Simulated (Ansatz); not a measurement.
# Lattice dynamics of LiBr (Fm-3m)

Task: relax LiBr (Fm-3m), then find its harmonic phonons.

Calculated with Ansatz 0.2.0; DFT LDA, scalar-relativistic, plane waves, PAW; PAW set soft_1.

This is a report of a sequence of runs, with most program output left out.

### Step 1. Starting point

The structure is cubic, space group Fm-3m (No. 225). The conventional cell has a = 5.501 Å, b = 5.501 Å, c = 5.501 Å, α = 90.00°, β = 90.00°, γ = 90.00°. Nearest to Li lie 6 Br at 2.75 Å. Br has 6 Li at 2.75 Å nearest. Farther neighbours and most contacts between anions are not listed.

Structure file:

```cif
data_structure
_symmetry_space_group_name_H-M 'Fm-3m'
_symmetry_Int_Tables_number 225
_cell_length_a 5.5013
_cell_length_b 5.5013
_cell_length_c 5.5013
_cell_angle_alpha 90.000
_cell_angle_beta 90.000
_cell_angle_gamma 90.000
_cell_volume 166.49
loop_
_atom_site_label
_atom_site_type_symbol
_atom_site_symmetry_multiplicity
_atom_site_Wyckoff_symbol
_atom_site_fract_x
_atom_site_fract_y
_atom_site_fract_z
_atom_site_occupancy
Li1 Li 4 a 0.00000 0.00000 0.00000 1
Br1 Br 4 b 0.50000 0.00000 0.00000 1
```

### Step 2. Bringing the structure to rest, k-mesh 6×6×6

The cell and atoms are relaxed, since residual forces and stress would shift the frequencies.

File input.yaml:

```yaml
crystal:
  lattice:
    - [0.0, 2.75065, 2.75065]
    - [2.75065, 0.0, 2.75065]
    - [2.75065, 2.75065, 0.0]
  atoms:
    - { symbol: Li, position: [0.0, 0.0, 0.0] }
    - { symbol: Br, position: [0.5, 0.5, 0.5] }
kpoints:
  mp_grid: { grid: [6, 6, 6] }
hamiltonian:
  xc: lda
  pseudopotentials: { kind: paw, azcp: { folder: soft_1 }, xc_functional: pbe }
scf:
  occupations: { method: gaussian, width: 0.02 }
output:
  forces: true
  stress: true
  eigenvalues: true
  write_density: true
  write_potential: true
  elf: true
  volumetric_format: npy
relax:
  adjacent_minimum: "off"
  f_tol: 0.005
  max_steps: 80
  cell: { stress_tol: 0.05 }
```

The run is started by

```console
> ansatz run input.yaml --threads 4 --pin off --max-ram 10240MiB --backend cpu --events-out ev --progress --plain --runs-dir out
```

Elapsed: 2 s, on 4 threads of Arm Neoverse V1, shared host; peak memory 0.28 GiB.

The steps of the relaxation:

| step | energy less that of the first step (eV) | largest force component (eV/Å) | pressure (GPa) | volume (Å³) |
| --- | --- | --- | --- | --- |
| 1 | 0.0000 | 0.0000 | -2.79 | 41.62 |
| 2 | -0.0404 | 0.0000 | 0.05 | 37.39 |
| 3 | -0.0404 | 0.0000 | -0.01 | 37.46 |
| 4* | -0.0400 | 0.0000 | -0.01 | 37.46 |

Relaxation steps marked * repeat the geometry before them on a plane-wave basis chosen anew for their cell, so energy and pressure can jump there.

The run keeps the 48 symmetry operations that it works with, so distortions that break them were not tested.

| conventional cell, symmetrised | before | after | change |
| --- | --- | --- | --- |
| a (Å) | 5.501 | 5.311 | -3.5 % |
| b (Å) | 5.501 | 5.311 | -3.5 % |
| c (Å) | 5.501 | 5.311 | -3.5 % |
| volume (Å³/atom) | 20.81 | 18.73 | -10.0 % |

The relaxed structure:

```xyz
2
Lattice="0.0000 2.6557 2.6557 2.6557 0.0000 2.6557 2.6557 2.6557 0.0000" Properties=species:S:1:pos:R:3 pbc="T T T"
Li    0.0000    0.0000    0.0000
Br    2.6557    2.6557    2.6557
```

Numbers from this step:

```
pressure           : -0.01172 GPa
gap on the k-mesh  : 5.146 eV
volume per atom    : 18.73 Å³
direct gap on mesh : 5.146 eV
```

Electrostatic potential energy in the ac plane of the conventional cell at fractional y = 0.000, with atoms of Li and Br within 0.2 Å of it. With pseudopotentials it is smooth inside the atoms' cores, unlike the true potential.

Values in eV, 15 rows by 15 columns, each cell a mean:
```
-30 -15   1   5   3 -16 -50 -61 -58 -33  -3   5   4  -6 -25
 -9  -2   4   6   5  -3 -24 -39 -34 -12   3   6   6   2  -6
  3   5   6   8   7   5   0  -5  -3   3   7   8   7   6   4
  5   6   7   8   8   7   6   5   5   6   8   8   8   6   5
 -5   0   5   7   8   6   5   4   4   6   7   8   7   3  -3
-38 -23  -2   6   6   4  -2  -9  -6   2   6   6   3 -12 -33
-60 -48 -15   3   5   1 -16 -30 -24  -6   4   5  -3 -34 -58
-61 -53 -19   2   5  -1 -20 -37 -30  -9   4   5  -5 -39 -61
-54 -38  -9   4   6   2  -9 -20 -16  -2   5   6   0 -24 -50
-20  -9   2   7   7   5   2  -1   1   4   6   7   5  -3 -16
  2   4   7   8   8   7   6   5   5   6   8   8   7   5   3
  5   6   7   8   8   7   4   2   3   6   7   8   8   6   5
  0   3   6   7   7   2  -9 -19 -15  -2   5   7   6   4   1
-19  -8   3   6   4  -9 -38 -53 -48 -23   0   6   5  -2 -15
-36 -19   0   5   2 -20 -54 -61 -60 -38  -5   5   3  -9 -30
```
Columns run along a (5.3 Å; values clipped at the 3rd and 97th percentile), rows up along c (5.3 Å), edges of the conventional cell, whose origin can differ from the input's. Atoms in or near the plane, at fractional coordinates: Li at (0.00, 0.00), Li at (0.50, 0.50), Br at (0.50, 0.00), Br at (0.00, 0.50).

Valence density in the ac plane of the conventional cell at fractional y = 0.000, with atoms of Li and Br within 0.2 Å of it. It is the smooth field of the valence electrons, not physical close to the nuclei.

Ten steps, logarithmic in the rise over the least value, from '_' (-0.1 e/Å³) to '@' (7.6 e/Å³), each cell a mean:
```
@@++::::==++++==++**==--::--%%
==::..::--==++****++==::::..--
::::..::::--==++====--::..::::
----::::::::------::::::::::--
++==--::::..::::::::..::--====
**++==--::..::==--..::::==++**
==++++==::::**%%##--::--==**++
__++++==::::##@@%%==::--++**==
++**++--::::==##**::::--==++++
++++==--::..::::::....::--==++
==----::::::::::::::::::::--==
::::::::::----====--::::::::::
::::..::--==++++++==--::....::
**==::::--++**++++++==--::::++
@@**::::==++++__==**++--::==@@
```
Columns run along a (5.3 Å), rows up along c (5.3 Å), edges of the conventional cell, whose origin can differ from the input's. Atoms in or near the plane, at fractional coordinates: Li at (0.00, 0.00), Li at (0.50, 0.50), Br at (0.50, 0.00), Br at (0.00, 0.50).

ELF in the ac plane of the conventional cell at fractional y = 0.000, with atoms of Li and Br within 0.2 Å of it. It is the smooth field of the valence electrons, not physical close to the nuclei.

Values, 15 rows by 15 columns, each cell a mean:
```
0.85 0.36 0.07 0.45 0.80 0.86 0.57 0.18 0.34 0.80 0.85 0.66 0.18 0.13 0.70
0.17 0.05 0.06 0.31 0.67 0.84 0.83 0.74 0.80 0.86 0.78 0.50 0.13 0.03 0.13
0.19 0.17 0.10 0.14 0.40 0.69 0.83 0.86 0.85 0.78 0.56 0.22 0.08 0.13 0.18
0.69 0.60 0.36 0.14 0.15 0.38 0.61 0.70 0.67 0.50 0.22 0.10 0.22 0.50 0.66
0.86 0.82 0.68 0.38 0.13 0.11 0.18 0.21 0.19 0.13 0.08 0.22 0.56 0.78 0.85
0.75 0.84 0.83 0.66 0.30 0.05 0.05 0.17 0.12 0.03 0.13 0.50 0.78 0.86 0.80
0.20 0.59 0.86 0.79 0.43 0.06 0.37 0.83 0.66 0.12 0.19 0.67 0.85 0.80 0.34
0.05 0.49 0.86 0.81 0.45 0.07 0.53 0.96 0.83 0.17 0.21 0.70 0.86 0.74 0.18
0.47 0.76 0.86 0.75 0.38 0.06 0.20 0.53 0.37 0.05 0.18 0.61 0.83 0.83 0.57
0.86 0.86 0.79 0.55 0.19 0.05 0.06 0.07 0.06 0.05 0.11 0.38 0.69 0.84 0.86
0.82 0.76 0.55 0.23 0.09 0.19 0.38 0.45 0.43 0.30 0.13 0.15 0.40 0.67 0.80
0.47 0.39 0.20 0.09 0.23 0.55 0.75 0.81 0.79 0.66 0.38 0.14 0.14 0.31 0.45
0.07 0.06 0.06 0.20 0.55 0.79 0.86 0.86 0.86 0.83 0.68 0.36 0.10 0.06 0.07
0.50 0.18 0.06 0.39 0.76 0.86 0.76 0.49 0.59 0.84 0.82 0.60 0.17 0.05 0.36
0.95 0.50 0.07 0.47 0.82 0.86 0.47 0.05 0.20 0.75 0.86 0.69 0.19 0.17 0.85
```
Columns run along a (5.3 Å), rows up along c (5.3 Å), edges of the conventional cell, whose origin can differ from the input's. Atoms in or near the plane, at fractional coordinates: Li at (0.00, 0.00), Li at (0.50, 0.50), Br at (0.50, 0.00), Br at (0.00, 0.50).

In this step the volume went from 20.81 to 18.73 Å³/atom.

### Step 3. Bringing the structure to rest, k-mesh 8×8×8

The relaxation is repeated from its end, on the mesh and smearing that suit the cell and gap now reached.

input.yaml, the sections that differ from step 2:

```yaml
crystal:
  lattice:
    - [0.0, 2.65566245, 2.65566245]
    - [2.65566245, 0.0, 2.65566245]
    - [2.65566245, 2.65566245, 0.0]
  atoms:
    - { symbol: Li, position: [0.0, 0.0, 0.0] }
    - { symbol: Br, position: [0.5, 0.5, 0.5] }
kpoints:
  mp_grid: { grid: [8, 8, 8] }
# hamiltonian, scf, output, relax: as in step 2
```

It took 1.3 s on 4 threads; peak memory 0.28 GiB; 3.3 s of CPU time.

Little changed from the start: no atom moved by 0.005 Å and no cell edge by 0.1 %.

This step gave:

```
pressure : -0.02375 GPa
```

In this step the volume went from 18.73 to 18.73 Å³/atom.

### Step 4. Tight relaxation

Phonons need a cell at rest on their own settings, so the relaxation is repeated with tight tolerances on forces and stress, using the mesh and the filling of the phonon run that follows.

input.yaml, the sections that differ from step 3:

```yaml
scf:
  occupations: { method: fixed }
output:
  forces: true
  stress: true
  eigenvalues: true
relax:
  adjacent_minimum: "off"
  f_tol: 0.001
  max_steps: 60
  cell: { stress_tol: 0.01 }
# crystal, kpoints, hamiltonian: as in step 3
```

The job ended after 1.3 s (4 threads; peak memory 0.27 GiB; 3.7 s of CPU time).

Little changed from the start: no atom moved by 0.005 Å and no cell edge by 0.1 %.

Numbers from this step:

| Item | Value |
| --- | --- |
| pressure | -0.001291 GPa |
| gap on the k-mesh | 5.150 eV |
| volume per atom | 18.72 Å³ |
| direct gap on mesh | 5.150 eV |

The forces vanish by symmetry and the pressure is -0.001 GPa, within the tolerances set. The cell now holds 18.72 Å³/atom.

### Step 5. Zone-centre response

The zone centre comes first: it holds the modes that light can see, as far as symmetry allows. The response to a homogeneous field gives the Born charges and the dielectric tensor, and its change with displacement the Raman tensors.

input.yaml, the sections that differ from step 4:

```yaml
crystal:
  lattice:
    - [0.0, 2.6550638013, 2.6550638013]
    - [2.6550638013, 0.0, 2.6550638013]
    - [2.6550638013, 2.6550638013, 0.0]
  atoms:
    - { symbol: Li, position: [0.0, 0.0, 0.0] }
    - { symbol: Br, position: [0.5, 0.5, 0.5] }
output:
  eigenvalues: true
phonons:
  method: dfpt
  dielectric: true
  rigid_motions: translations
  raman: true
# kpoints, hamiltonian, scf: as in step 4
# relax: removed
```

Wall time 32 s (4 threads); peak memory 0.58 GiB.

This step gave:

- sum-rule residual before enforcement: 2.63e-5 eV/Å²
- miss of the charge sum rule: 2.83e-4 e
- estimated error of the dielectric tensor: 0.008316
- estimated error of the Born charges: 0.007572 e
- point group: m-3m
- highest optical mode at the zone centre (no LO-TO term): 195.9 cm⁻¹
- lowest optical zone-centre mode: 195.9 cm⁻¹
- mean high-frequency dielectric constant: 3.690
- largest Born charge (third of the trace): 1.212 e
- mean static dielectric constant: 11.57
- top of the zone-centre spectrum with the field: 346.9 cm⁻¹

Without the LO-TO term. Patterns of degenerate modes are one choice out of their space. The modes at Γ (shares of kinetic energy by element, %):

| mode | frequency (cm⁻¹) | symmetry | Li % | Br % |
| --- | --- | --- | --- | --- |
| 1 | 0.0 | acoustic | 8 | 92 |
| 2 | 0.0 | acoustic | 8 | 92 |
| 3 | 0.0 | acoustic | 8 | 92 |
| 4 | 195.9 | T1u | 92 | 8 |
| 5 | 195.9 | T1u | 92 | 8 |
| 6 | 195.9 | T1u | 92 | 8 |

Displacements in mode 4 (195.9 cm⁻¹), the largest set to 1:
```
Li1  0.00  0.00  1.00
Br2  0.00  0.00 -0.09
```

Optical modes at the zone centre, without and with the macroscopic field of the longitudinal modes; each column is sorted by frequency, so a row need not hold one and the same mode. Modes with and without the field, by row:

| rank among optical modes | no field (cm⁻¹) | q along (1, 0, 0) (cm⁻¹) |
| --- | --- | --- |
| 1 | 195.9 | 195.9 |
| 2 | 195.9 | 195.9 |
| 3 | 195.9 | 346.9 |

Born charge (rows field, columns displacement) (e), principal values of the symmetric part by kind of site:

| atom | atoms with these values | low | middle | high | mean |
| --- | --- | --- | --- | --- | --- |
| Li1 | 1 | 1.21 | 1.21 | 1.21 | 1.21 |
| Br2 | 1 | -1.21 | -1.21 | -1.21 | -1.21 |

In full for Li1:

```
1.21 0.00 0.00
0.00 1.21 0.00
0.00 0.00 1.21
```

High-frequency dielectric tensor:

```
3.69 0.00 0.00
0.00 3.69 0.00
0.00 0.00 3.69
```

Static dielectric tensor (ions relaxed, fixed cell):

```
11.57  0.00  0.00
 0.00 11.57  0.00
 0.00  0.00 11.57
```

Transverse modes. Infrared lines, with heights relative to the strongest:

| position (cm⁻¹) | label | relative intensity |
| --- | --- | --- |
| 196 | T1u | 100 |

Before it was imposed, the acoustic sum rule was missed by 2.6e-5 eV/Å² and the charge sum rule by 2.8e-4 e. Small misses are needed for a sound result but don't prove that mesh and cutoff are converged. The lowest optical mode is real, 196 cm⁻¹.

### Step 6. Response at finite wavevector

Stability and thermal properties need the whole zone. Linear response on a 4×4×4 q mesh gives force constants as far as a supercell of that size would, and the tensors from the zone-centre run are typed in so that the long-range dipole term is interpolated apart.

input.yaml, the sections that differ from step 5:

```yaml
phonons:
  method: dfpt
  qmesh: [4, 4, 4]
  temperatures: { t_max: 1000, t_step: 50 }
  qpath:
    path:
      - [[0.0, 0.0, 0.0], [0.5, 0.0, 0.5], [0.625, 0.25, 0.625]]
      - [[0.375, 0.375, 0.75], [0.0, 0.0, 0.0], [0.5, 0.5, 0.5], [0.5, 0.25, 0.75], [0.5, 0.0, 0.5]]
    npoints: 10
  non_analytic_term:
    high_frequency_dielectric_tensor: [[3.6898, 0.0, 0.0], [0.0, 3.6898, 0.0], [0.0, 0.0, 3.6898]]
    born_effective_charges:
      - { species: Li, tensor: [[1.2121, 0.0, 0.0], [0.0, 1.2121, 0.0], [0.0, 0.0, 1.2121]] }
      - { species: Br, tensor: [[-1.2121, 0.0, 0.0], [0.0, -1.2121, 0.0], [0.0, 0.0, -1.2121]] }
    source: "zone-centre run at this cell"
# crystal, kpoints, hamiltonian, scf, output: as in step 5
```

Run time: 40 s. Hardware: 4 threads; peak memory 0.61 GiB; 2.5 min of CPU time.

This step gave:

```
sum-rule residual before enforcement                       : 3.03e-5 eV/Å²
lowest frequency on the path                               : 0 cm⁻¹
highest frequency on the path or at a solved wavevector    : 373.8 cm⁻¹
mean frequency                                             : 165.4 cm⁻¹
Debye temperature (second moment)                          : 344 K
logarithmic mean frequency                                 : 143.8 cm⁻¹
lowest mode on the q mesh (acoustic modes at Γ apart)      : 56.2 cm⁻¹
zero-point energy per atom                                 : 30.76 meV
heat capacity at 300 K                                     : 23.41 J/(mol atoms K)
vibrational entropy at 300 K                               : 34.99 J/(mol atoms K)
edges of the widest gap between branches, on path and mesh : 130.8, 194.4 cm⁻¹
```

Frequencies (cm⁻¹) solved at each irreducible wavevector; negative means imaginary. Frequencies by wavevector, by row:

| q in reciprocal lattice units | star | mode 1 | mode 2 | mode 3 | mode 4 | mode 5 | mode 6 |
| --- | --- | --- | --- | --- | --- | --- | --- |
| 0 0 0 | 1 | 0 | 0 | 0 | 195.9 | 195.9 | 195.9 |
| 0 0 0.25 | 8 | 56.2 | 56.2 | 95.7 | 204.8 | 204.8 | 359.8 |
| 0 0 -0.5 | 4 | 76.7 | 76.7 | 130.8 | 214.5 | 214.5 | 373.8 |
| 0 0.25 0.25 | 6 | 61 | 61 | 105.2 | 203 | 203 | 288.4 |
| 0 0.25 -0.5 | 24 | 80.3 | 98.3 | 116.2 | 208.4 | 216.2 | 283.9 |
| 0 0.25 -0.25 | 12 | 77.8 | 88.6 | 118.2 | 210.4 | 212.4 | 317.6 |
| 0 -0.5 -0.5 | 3 | 78.1 | 78.1 | 114.8 | 205 | 205 | 221.4 |
| 0.25 -0.5 -0.25 | 6 | 100.7 | 102.5 | 102.5 | 216.1 | 216.1 | 248.4 |

Interpolated from a 4×4×4 q mesh, with the LO-TO term (at Γ the limit along the path; where Γ stands inside the path, tables give the limit on arrival). The phonon branches at the labelled points (cm⁻¹):

| point | branch 1 | branch 2 | branch 3 | branch 4 | branch 5 | branch 6 |
| --- | --- | --- | --- | --- | --- | --- |
| Γ | 0 | 0 | 0 | 196 | 196 | 347 |
| halfway | 61 | 61 | 105 | 203 | 203 | 288 |
| X | 78 | 78 | 115 | 205 | 205 | 221 |
| halfway | 80 | 89 | 114 | 207 | 220 | 221 |
| U | 84 | 108 | 110 | 212 | 218 | 254 |
| jump to K | 84 | 108 | 110 | 212 | 218 | 254 |
| halfway | 66 | 71 | 105 | 202 | 215 | 336 |
| Γ | 0 | 0 | 0 | 196 | 196 | 347 |
| halfway | 56 | 56 | 96 | 205 | 205 | 360 |
| L | 77 | 77 | 131 | 214 | 214 | 374 |
| halfway | 84 | 97 | 121 | 214 | 216 | 308 |
| W | 101 | 102 | 102 | 216 | 216 | 248 |
| halfway | 87 | 92 | 112 | 210 | 220 | 228 |
| X | 78 | 78 | 115 | 205 | 205 | 221 |

Tetrahedra on a 20×20×20 mesh, mean over bins of 5 cm-1. Interpolated from a 4×4×4 q mesh. Table of phonon density of states by wavenumber; read off at these points:

wavenumber (cm⁻¹), phonon density of states (1/cm⁻¹/cell) and a bar:
```
        2      0.000 
       12      0.000 
       22      0.001 
       32      0.002 
       42      0.005 #
       52      0.009 ##
       62      0.017 ###
       72      0.036 ######
       82      0.079 ##############
       92      0.040 #######
      102      0.032 #####
      112      0.049 ########
      118      0.071 ############
      122      0.025 ####
      132      0.000 
      142      0.000 
      152      0.000 
      162      0.000 
      172      0.000 
      182      0.000 
      192      0.000 
      202      0.054 #########
      212      0.174 ##############################
      222      0.004 #
      232      0.004 #
      242      0.005 #
      252      0.007 #
      262      0.007 #
      272      0.007 #
      282      0.007 #
      292      0.007 #
      302      0.007 #
      312      0.008 #
      322      0.008 #
      332      0.009 #
      342      0.010 ##
      352      0.007 #
      362      0.004 #
      372      0.001
```

The partial phonon density of states has structure finer than the step of the table below, so its rows give means over 10 cm⁻¹, whole bins alone (the curve runs from -10 to 395 cm⁻¹). Peaks (cm⁻¹: height): Br 81.7: 0.0706, 117.3: 0.0592; Li 211.5: 0.136.

Phonopy on the run's constants, 19x19x19 mesh, Gaussian sigma 2.9 cm-1. Interpolated from a 4×4×4 q mesh. The partial phonon density of states by wavenumber; means over each step; values in 1/cm⁻¹/cell:

| wavenumber (cm⁻¹) | Br | Li |
| --- | --- | --- |
| 0 | 3.8e-5 | 0 |
| 10 | 2.0e-4 | 1.4e-5 |
| 20 | 8.4e-4 | 6.7e-5 |
| 30 | 0.00197 | 1.4e-4 |
| 40 | 0.00419 | 2.7e-4 |
| 50 | 0.00772 | 4.3e-4 |
| 60 | 0.0147 | 7.0e-4 |
| 70 | 0.0316 | 0.00117 |
| 80 | 0.0636 | 0.00191 |
| 90 | 0.0470 | 0.00134 |
| 100 | 0.0318 | 9.8e-4 |
| 110 | 0.0369 | 0.00136 |
| 120 | 0.0427 | 0.00116 |
| 130 | 0.00674 | 9.7e-5 |
| 140 | 6.9e-5 | 0 |
| 150 | 0 | 0 |
| 160 | 0 | 0 |
| 170 | 0 | 0 |
| 180 | 0 | 7.5e-7 |
| 190 | 1.1e-4 | 0.00185 |
| 200 | 0.00185 | 0.0345 |
| 210 | 0.00441 | 0.111 |
| 220 | 0.00192 | 0.0461 |
| 230 | 1.4e-4 | 0.00392 |
| 240 | 7.1e-5 | 0.00459 |
| 250 | 5.4e-5 | 0.00626 |
| 260 | 4.5e-5 | 0.00695 |
| 270 | 3.2e-5 | 0.00681 |
| 280 | 3.5e-5 | 0.00699 |
| 290 | 3.8e-5 | 0.00646 |
| 300 | 5.2e-5 | 0.00791 |
| 310 | 7.2e-5 | 0.00673 |
| 320 | 9.9e-5 | 0.00850 |
| 330 | 1.4e-4 | 0.00708 |
| 340 | 2.6e-4 | 0.0103 |
| 350 | 2.6e-4 | 0.00793 |
| 360 | 6.1e-5 | 0.00463 |
| 370 | 9.7e-6 | 0.00191 |
| 380 | 0 | 9.1e-5 |

[end of part 1 of 2]

[Logs are printed without paths, hosts, clocks, repeated set-up lines and the standing remarks that a program may print on its own settings, such as how far it seeks lower states.]

[Hosts, paths, dates, database ids (printed as entryN), source tags and the programs' standing remarks are cut or masked in the printed files.]
